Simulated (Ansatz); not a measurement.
# SnSe2 under changes of volume

One of the cells (25.726 Å³/atom); the others are scaled copies at fixed shape and fractional positions:

```
Sn Se
1.0
     3.81100    0.00000    0.00000
    -1.90550    3.30042    0.00000
     0.00000    0.00000    6.13600
Sn Se
1 2
Direct
  0.00000 0.00000 0.00000
  0.66667 0.33333 0.75100
  0.33333 0.66667 0.24900
```

| Quantity | Value |
| --- | --- |
| Program | Ansatz 0.2.0 |
| Functional | LDA |
| Potentials or basis | all-electron LAPW, scalar-relativistic |
| Cutoff | 240 eV (chosen from the basis error) |
| Basis error allowed | 0.002 eV/atom |
| k mesh | 8 × 8 × 5 |
| Occupations | fermi-dirac, width 0.05 eV |
| Spin | no spin polarisation |

```tsv
volume (Å³/atom)	energy over the lowest point (meV/atom)	pressure (GPa)	gap on the mesh (eV)	largest force (eV/Å)
24.182	31.59	6.0	0.75	1.130
24.697	15.48	4.1	0.73	0.894
25.212	5.26	2.3	0.70	0.677
25.726	0.29	0.8	0.68	0.477
26.241	0.00	-0.6	0.65	0.292
26.755	3.88	-1.8	0.62	0.122
27.270	?	?	?	?
```

Q: What does the run at 27.270 Å³/atom give?

A: Energy over the lowest point 11.51 meV/atom; pressure -2.9 GPa; gap on the mesh 0.59 eV; largest force 0.035 eV/Å.

Worked out: A Birch-Murnaghan fit of order 3 (a polynomial in V^(-2/3)) to the other rows has its minimum at 26.02 Å³/atom with B0 = V·E''(V) = 69 GPa and B' = 4.7 at fixed shape and positions, which overstates the stiffness. It gives 11.50 meV/atom at 27.270 Å³/atom, against the run's 11.51, and -dE/dV = -2.9 GPa, against -2.9. A straight line through the other rows of the gap, of slope -1.28 eV per unit of ln V, extrapolates to 0.60 eV, against the run's 0.59.

Energies are extrapolated to zero smearing.

Caveats: spin-orbit coupling is left out, which moves the levels of the heavy elements; an odd mesh through Γ misses points on the zone boundary, where band edges often lie; forces of over 1 eV/Å show positions far from the minimum, so gaps and moduli don't describe the material at rest (some runs).
